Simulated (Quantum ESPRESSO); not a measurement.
Here is a Quantum ESPRESSO 7.5 calculation.

run.py

```python
import numpy as np
from ase.calculators.espresso import Espresso, EspressoProfile
from ase import Atoms

atoms = Atoms(['Si'],
              cell=[[-0.38151126, 1.90029787, 1.97204257], [1.69609995, 0.02693978, 1.56359153], [1.96855757, 1.76430445, -0.24551784]],
              scaled_positions=[[0.0, 0.0, 0.0]],
              pbc=True)

input_data = {
    'control': {'calculation': 'scf', 'prefix': 'pwscf', 'outdir': './tmp', 'tprnfor': True, 'tstress': True, 'disk_io': 'nowf'},
    'system': {'ecutwfc': 55.0, 'ecutrho': 440.0, 'nbnd': 7, 'occupations': 'smearing', 'smearing': 'fd', 'degauss': 0.00367493},
    'electrons': {'conv_thr': 2e-10, 'electron_maxstep': 120, 'mixing_beta': 0.5},
}
pseudopotentials = {'Si': 'Si.pbe-n-rrkjus_psl.1.0.0.UPF'}
profile = EspressoProfile(command='pw.x', pseudo_dir='pseudo')
dft = Espresso(profile=profile, input_data=input_data, pseudopotentials=pseudopotentials, kpts=(10, 14, 11), koffset=(0, 0, 0))
atoms.calc = dft

print(f'energy {atoms.get_potential_energy():.8f} eV')
print('forces (eV/A)')
print(np.round(atoms.get_forces(), 6))
print('stress (eV/A^3, Voigt)')
print(np.round(atoms.get_stress(), 8))
print(f'Fermi level {dft.get_fermi_level():.4f} eV')
```

Potentials or basis: SSSP 1.3 efficiency PBE.

Command:

```console
$ OMP_NUM_THREADS=1 python run.py
```

**Question.** Predict the pressure.

**Answer.** 15.1 GPa.

**Question.** Estimate the band gap on the k mesh.

**Answer.** None (metal or under the smearing width).

Stress tensor (GPa, compression positive):
```
24.76  4.92 14.20
 4.92  2.37 -7.14
14.20 -7.14 18.31
```

Caveat: so large a pressure means that the cell lies far from this level's equilibrium, or that cutoff or potentials fall short.
